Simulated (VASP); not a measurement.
# SiC (Moissanite 3C) (F-43m) in VASP: a series of runs

One crystal, SiC (Moissanite 3C), is run at these levels: PBE; tasks: relaxation of the atoms.

Program: VASP 6.6.1. These are calculated values, not measurements. Logs are shortened: lines on timing, memory, paths and dates and some standing lists are left out, and cuts for length are marked.

## Step 1: The crystal as given

It takes space group F-43m (No. 216, cubic). Conventional cell: a = 4.374 Å, b = 4.374 Å, c = 4.374 Å, α = 90.00°, β = 90.00°, γ = 90.00°. Si (site symmetry -43m) has 4 C at 1.89 Å as nearest neighbours. C (site symmetry -43m) is surrounded by 4 Si at 1.89 Å.

## Step 2: Relaxation of the atoms, PBE (a relaxed cell with its volume scaled by 0.98)

File INCAR:

```
SYSTEM = SiC
  PREC = Accurate
  ENCUT = 300
  EDIFF = 1E-7
  ISMEAR = 0
  SIGMA = 0.03
  LREAL = .FALSE.
  LASPH = .TRUE.
  NELM = 80
  ALGO = Fast
  ISIF = 2
  LWAVE = .FALSE.
  LCHARG = .FALSE.
  GGA = PE
  IBRION = 2
  NSW = 40
  EDIFFG = -0.01
```

File KPOINTS:

```
Automatic mesh
0
G
  5 5 5
  0 0 0
```

File POSCAR:

```
SiC                                     
1.0
    0.0000000000      2.1724789990      2.1724789990
    2.1724789990      0.0000000000      2.1724789990
    2.1724789990      2.1724789990      0.0000000000
  Si              C             
     1     1
Direct
     0.0000000000000000    0.0000000000000000    0.0000000000000000
     0.2500000000000000    0.2500000000000000    0.2500000000000000
```

Potentials or basis: VASP PAW PBE potentials, release 64 (Si, C_s).

Launch:

```
cat potpaw_PBE.64/Si/POTCAR potpaw_PBE.64/C_s/POTCAR > POTCAR
mpirun -np 1 vasp_std > vasp.out
```

OUTCAR:

```text
SYSTEM = SiC
   PREC = Accurate
   ENCUT = 300
   EDIFF = 1E-7
   ISMEAR = 0
   LREAL = .FALSE.
   LASPH = .TRUE.
   NELM = 80
   ISIF = 2
   GGA = PE
   IBRION = 2
   NSW = 40
   EDIFFG = -0.01

 ion  position               nearest neighbor table
   1  0.000  0.000  0.000-   2 1.88   2 1.88   2 1.88   2 1.88
   2  0.250  0.250  0.250-   1 1.88   1 1.88   1 1.88   1 1.88

  LATTYP: Found a face centered cubic cell.
 ALAT       =     4.3449579980

  Lattice vectors:

 A1 = (   0.0000000000,   2.1724789990,   2.1724789990)
 A2 = (   2.1724789990,   0.0000000000,   2.1724789990)
 A3 = (   2.1724789990,   2.1724789990,   0.0000000000)

Analysis of symmetry for initial positions (statically):
=====================================================================
 Subroutine PRICEL returns:
 Original cell was already a primitive cell.

 Routine SETGRP: Setting up the symmetry group for a
 face centered cubic supercell.

 Subroutine GETGRP returns: Found 24 space group operations
 (whereof 24 operations were pure point group operations)
 out of a pool of 48 trial point group operations.

The static configuration has the point symmetry T_d .

Analysis of symmetry for dynamics (positions and initial velocities):
=====================================================================
 Subroutine PRICEL returns:
 Original cell was already a primitive cell.

 Routine SETGRP: Setting up the symmetry group for a
 face centered cubic supercell.

 Subroutine GETGRP returns: Found 24 space group operations
 (whereof 24 operations were pure point group operations)
 out of a pool of 48 trial point group operations.

The dynamic configuration has the point symmetry T_d .

 Subroutine INISYM returns: Found 24 space group operations
 (whereof 24 operations are pure point group operations),
 and found     1 'primitive' translations

----------------------------------------------------------------------------------------

                                     Primitive cell

  volume of cell :      20.5067
[... 73 lines left out ...]
   NELM   =     80;   NELMIN=  2; NELMDL= -5     # of ELM steps
   EDIFF  = 0.1E-06   stopping-criterion for ELM
   LREAL  =      F    real-space projection
   EDIFFG = -.1E-01   stopping-criterion for IOM
   NSW    =     40    number of steps for IOM
   IBRION =      2    ionic relax: 0-MD 1-quasi-New 2-CG
   NFREE  =      1    steps in history (QN), initial steepest desc. (CG)
   ISIF   =      2    stress and relaxation
   ISYM   =      2    0-nonsym 1-usesym 2-fastsym
   POTIM  = 0.5000    time-step for ionic-motion
   TEBEG  =    0.0;   TEEND  =   0.0 temperature during run
   PSTRESS=    0.0 pullay stress
   NELECT =       8.0000    total number of electrons
   NUPDOWN=      -1.0000    fix difference up-down
   EMIN   =  10.00;   EMAX   =-10.00  energy-range for DOS
   EFERMI =   0.00;   METHOD = LEGACY
   ISMEAR =     0;   SIGMA  =   0.03  broadening in eV -4-tet -1-fermi 0-gaus
   EFERMI_NEDOS =   21; number of points for ismear=-14 and -15
   IALGO  =     68    algorithm
   IMIX   =      4    mixing-type and parameters
     AMIX     =   0.40;   BMIX     =  1.00
     AMIX_MAG =   1.60;   BMIX_MAG =  1.00
  volume/ion in A,a.u.               =      10.25        69.19
  Fermi-wavevector in a.u.,A,eV,Ry     =   1.196206  2.260501 19.468690  1.430908
  Thomas-Fermi vector in A             =   2.332152
   LORBIT       =      0    0 simple, 1 ext, 2 COOP (PROOUT), +10 PAW based schemes
   GGA     = PE    functional components
   LHFCALC =     F    Hartree Fock is set to
   AEXX    =    0.0000 exact exchange contribution
   IVDW    =     0    specifies the selected vdW correction
   LEPSILON=     F    determine dielectric tensor
   LRPA    =     F    only Hartree local field effects (RPA)
 conjugate gradient relaxation of ions
 non-spin polarized calculation
 RMM-DIIS sequential band-by-band and
 Gauss-broadening in eV      SIGMA  =   0.03
  energy-cutoff  :      300.00
  volume of cell :       20.51
 maximum number of plane-waves:       259
 NGX is ok and might be reduce to    18
   NGX =  9   NGY =  9   NGZ =  9

 number of electron       8.0000000 magnetization

 Free energy of the ion-electron system (eV)
  ---------------------------------------------------
  ext. energy  EPLUGINS =         0.00000000
  ---------------------------------------------------
  free energy    TOTEN  =       -15.00545532 eV

  energy without entropy =      -15.00545532  energy(sigma->0) =      -15.00545532

 E-fermi :   8.7882     XC(G=0): -11.3826

 val. band max:        8.6410242970   @ k =   0.0000   0.0000   0.0000
 cond. band min:      10.4589124406   @ k =   0.4000   0.4000   0.0000
 fundamental gap:      1.8178881435
 Fermi energy:         8.7881760508

 k-point     1 :       0.0000    0.0000    0.0000
  band No.  band energies     occupation
      1      -6.8438      2.00000
      2       8.6410      2.00000
      3       8.6410      2.00000
      4       8.6410      2.00000
      5      14.9779      0.00000
      6      16.0030      0.00000
      7      16.0030      0.00000
      8      16.0030      0.00000
[... 89 lines left out ...]
 k-point    10 :      -0.4000    0.4000    0.2000
  band No.  band energies     occupation
      1      -2.3323      2.00000
      2       1.8697      2.00000
      3       3.7576      2.00000
      4       5.1449      2.00000
      5      13.5729      0.00000
      6      16.9715      0.00000
      7      17.5117      0.00000
      8      21.0613      0.00000

------------------------ aborting loop because EDIFF is reached ----------------------------------------

  FORCE on cell =-STRESS in cart. coord.  units (eV):
  Direction    XX          YY          ZZ          XY          YZ          ZX
  --------------------------------------------------------------------------------------
  -------------------------------------------------------------------------------------
  Total        0.5923895      0.5923895      0.5923895     -0.0000000      0.0000000     -0.0000000
  in kB       46.2829656     46.2829656     46.2829656     -0.0000000      0.0000000     -0.0000000
  external PRESSURE =      46.2829656 kB  Pullay stress =       0.0000000 kB

 VOLUME and BASIS-vectors are now :
 -----------------------------------------------------------------------------
  energy-cutoff  :      300.00
  volume of cell :       20.51
      direct lattice vectors                 reciprocal lattice vectors
     0.000000000  2.172478999  2.172478999    -0.230151822  0.230151822  0.230151822
     2.172478999  0.000000000  2.172478999     0.230151822 -0.230151822  0.230151822
     2.172478999  2.172478999  0.000000000     0.230151822  0.230151822 -0.230151822

 POSITION                                       TOTAL-FORCE (eV/Angst)
 -----------------------------------------------------------------------------------
      0.00000      0.00000      0.00000         0.000000      0.000000      0.000000
      1.08624      1.08624      1.08624        -0.000000     -0.000000     -0.000000
 -----------------------------------------------------------------------------------
    total drift:                               -0.000000     -0.000000      0.000000

  FREE ENERGIE OF THE ION-ELECTRON SYSTEM (eV)
  ---------------------------------------------------
  free  energy   TOTEN  =       -15.0054553233 eV

  energy  without entropy=      -15.0054553233  energy(sigma->0) =      -15.00545532

 reached required accuracy - stopping structural energy minimisation
```

It took 1.5 s on 1 thread of Intel Xeon 6975P-C (Granite Rapids), shared host; peak memory 0.11 GiB.

What came out:

```yaml
Free_energy: -15.0055 eV
Band_gap_on_the_k_mesh: 1.82 eV, indirect (least direct gap 4.82 eV)
```

Final structure:
```cif
data_structure
_symmetry_space_group_name_H-M 'P 1'
_symmetry_Int_Tables_number 1
_cell_length_a 3.0723
_cell_length_b 3.0723
_cell_length_c 3.0723
_cell_angle_alpha 60.000
_cell_angle_beta 60.000
_cell_angle_gamma 60.000
_cell_volume 20.51
loop_
_atom_site_label
_atom_site_type_symbol
_atom_site_fract_x
_atom_site_fract_y
_atom_site_fract_z
_atom_site_occupancy
Si1 Si 0.00000 0.00000 0.00000 1
C1 C 0.25000 0.25000 0.25000 1
```

Caveat: the k mesh is coarse (spacing up to 0.50 Å⁻¹), so the values aren't converged; the cutoff is under 1.25 times the usual one of these potentials, so pressure, stress and relaxed cells hold a basis-set (Pulay) error; the relaxation stopped at its first step, so nothing moved; an odd mesh through Γ misses points on the zone boundary, where band edges often lie.

## Step 3: Relaxation of the atoms, PBE

INCAR is that of step 2.

KPOINTS is that of step 2.

File POSCAR:

```
SiC                                     
1.0
    0.0000000000      2.1871583564      2.1871583564
    2.1871583564      0.0000000000      2.1871583564
    2.1871583564      2.1871583564      0.0000000000
  Si              C             
     1     1
Direct
     0.0000000000000000    0.0000000000000000    0.0000000000000000
     0.2500000000000000    0.2500000000000000    0.2500000000000000
```

Potentials or basis: VASP PAW PBE potentials, release 64 (Si, C_s).

Launch:

```
cat potpaw_PBE.64/Si/POTCAR potpaw_PBE.64/C_s/POTCAR > POTCAR
mpirun -np 1 vasp_std > vasp.out
```

Run time: 1.6 s. Hardware: 1 thread of Intel Xeon 6975P-C (Granite Rapids), shared host; peak memory 0.11 GiB.

The run converged. Its results:

| Quantity | Value |
| --- | --- |
| Free energy | -15.0133 eV |
| Band gap on the k mesh | 1.83 eV, indirect (least direct gap 4.79 eV) |

Final structure:
```yaml
crystal:
  lattice:
    - [0.00000, 2.18716, 2.18716]
    - [2.18716, 0.00000, 2.18716]
    - [2.18716, 2.18716, 0.00000]
  atoms:
    - { symbol: Si, position: [0.00000, 0.00000, 0.00000] }
    - { symbol: C, position: [0.25000, 0.25000, 0.25000] }
```

Levels at points of the mesh, in eV from the valence-band top:
```tsv
k point	band 1	band 2	band 3	band 4	band 5	band 6	band 7	band 8
(0.00, 0.00, 0.00)	-15.33	0.00	0.00	0.00	6.10	7.22	7.22	7.22
```

Caveat: the k mesh is coarse (spacing up to 0.50 Å⁻¹), so the values aren't converged; the cutoff is under 1.25 times the usual one of these potentials, so pressure, stress and relaxed cells hold a basis-set (Pulay) error; the relaxation stopped at its first step, so nothing moved; an odd mesh through Γ misses points on the zone boundary, where band edges often lie.

## Step 4: Relaxation of the atoms, PBE (a relaxed cell with its volume scaled by 1.02)

INCAR is that of step 3.

KPOINTS is that of step 3.

File POSCAR:

```
SiC                                     
1.0
    0.0000000000      2.2016432710      2.2016432710
    2.2016432710      0.0000000000      2.2016432710
    2.2016432710      2.2016432710      0.0000000000
  Si              C             
     1     1
Direct
     0.0000000000000000    0.0000000000000000    0.0000000000000000
     0.2500000000000000    0.2500000000000000    0.2500000000000000
```

Launch:

```
cat potpaw_PBE.64/Si/POTCAR potpaw_PBE.64/C_s/POTCAR > POTCAR
mpirun -np 1 vasp_std > vasp.out
```

Run time: 1.7 s. Hardware: 1 thread of Intel Xeon 6975P-C (Granite Rapids), shared host; peak memory 0.11 GiB.

The run converged. Its results:

```
Free energy            : -15.0097 eV
Band gap on the k mesh : 1.83 eV, indirect (least direct gap 4.76 eV)
```

Final structure:
```
CELL_PARAMETERS angstrom
0.00000 2.20164 2.20164
2.20164 0.00000 2.20164
2.20164 2.20164 0.00000
ATOMIC_POSITIONS crystal
Si 0.00000 0.00000 0.00000
C 0.25000 0.25000 0.25000
```

Levels at points of the mesh, in eV from the valence-band top:
```tsv
k point	band 1	band 2	band 3	band 4	band 5	band 6	band 7	band 8
(0.00, 0.00, 0.00)	-15.17	0.00	0.00	0.00	5.87	7.09	7.09	7.09
```

Caveat: the k mesh is coarse (spacing up to 0.49 Å⁻¹), so the values aren't converged; the cutoff is under 1.25 times the usual one of these potentials, so pressure, stress and relaxed cells hold a basis-set (Pulay) error; the relaxation stopped at its first step, so nothing moved; an odd mesh through Γ misses points on the zone boundary, where band edges often lie.

[end of part 1 of 2]
